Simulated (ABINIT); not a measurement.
HfO2:

```
Hf O
1.0
     0.00000    2.55750    2.55750
     2.55750    0.00000    2.55750
     2.55750    2.55750    0.00000
Hf O
1 2
Direct
  0.00000 0.00000 0.00000
  0.75000 0.75000 0.75000
  0.25000 0.25000 0.25000
```

Measurements of this composition are mostly on another form, of space group No. 14.

Base run:

| Quantity | Value |
| --- | --- |
| Program | ABINIT 10.8.3 (patched build) |
| Functional | PBE |
| Potentials or basis | Ansatz NC PBE |
| Cutoff | 1088 eV |
| k mesh | 7 × 7 × 7 |
| Occupations | fermi-dirac, width 0.05 eV |
| Spin | no spin polarisation |

Its results: band gap on the k mesh 3.90 eV, indirect (least direct gap 4.06 eV).

Problem. The run is repeated on the same cell with these changes: potentials or basis from Ansatz NC PBE to PseudoDojo NC SR PBE v0.4.1 standard; cutoff from 1088 eV to 952 eV; valence electrons from 38 to 24. What comes out?

Solution. Band gap on the k mesh 3.95 eV, indirect (least direct gap 4.11 eV).

Caveats: spin-orbit coupling is left out, which moves the levels of the heavy elements; an odd mesh through Γ misses points on the zone boundary, where band edges often lie.
